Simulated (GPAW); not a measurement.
Runs of GPAW 26.7.0 on BaF2 (Frankdicksonite). It takes space group Fm-3m (No. 225, cubic). The conventional cell has a = 6.200 Å, b = 6.200 Å, c = 6.200 Å, α = 90.00°, β = 90.00°, γ = 90.00°. Ba (site symmetry m-3m) has 8 F at 2.68 Å as nearest neighbours. Around F (site symmetry -43m) lie 4 Ba at 2.68 Å. 

```csv
task,level,potentials or basis,spin,k mesh,cutoff (eV),band path,band points,spin axis theta (degrees),spin axis phi (degrees),hybrids on these orbitals,gap on the mesh (eV),pressure (GPa)
band structure,PBEsol,"PAW data sets generated in the run's folder for this functional, pw","SOC, no magnetisation",6 × 6 × 6,800,"GXWKGLUWLK,UX",80,0,0,-,6.64,-2.0
band structure,PBE,"GPAW PAW data sets (gpaw-data 1.2.1), pw","SOC, no magnetisation",6 × 6 × 6,800,"GXWKGLUWLK,UX",100,90,0,-,6.78,1.0
band structure,r2SCAN,"GPAW PAW data sets (gpaw-data 1.2.1), pw","SOC, no magnetisation",6 × 6 × 6,800,"GXWKGLUWLK,UX",80,90,45,-,(b),(c)
one-shot levels of the hybrid HSE06,PBE,"GPAW PAW data sets (gpaw-data 1.2.1), pw",off,5 × 5 × 5,600,-,-,-,-,"["HSE06", "HSE03", "PBE0"]",6.78,(a)
band structure,PBE,"PAW data sets generated in the run's folder for this functional, pw",off,6 × 6 × 6,800,"GXWKGLUWLK,UX",80,-,-,-,6.80,1.0
band structure,revPBE,"the program's PAW data sets (release 1.2.1) made for this functional, pw","SOC, no magnetisation",6 × 6 × 6,800,"GXWKGLUWLK,UX",100,90,45,-,7.07,3.2
```

Alike in all rows: cell as given; smearing fermi-dirac 0.05 eV.

Task: Fill in the values left out.

Result: (a) 2.0; (b) 7.36; (c) -0.6.

Caveats: spin-orbit coupling was added after a scalar SCF, so levels and gaps hold it while energy, forces, pressure and moments don't (some runs); this program's spin-orbit splittings come out too wide for heavy elements (some runs); spin-orbit coupling is left out, which moves the levels of the heavy elements (some runs); the PAW data sets were made with another functional, which shifts forces and pressure a little (some runs); the cutoff is short for stress and forces, so pressures can be off by a GPa or more (some runs); energy and the plain gap are those of the semilocal run (some runs); the hybrids' values are one shot on its orbitals and mesh (some runs).

A k mesh can miss the band edges, and rows without SOC leave out spin-orbit coupling on Ba.
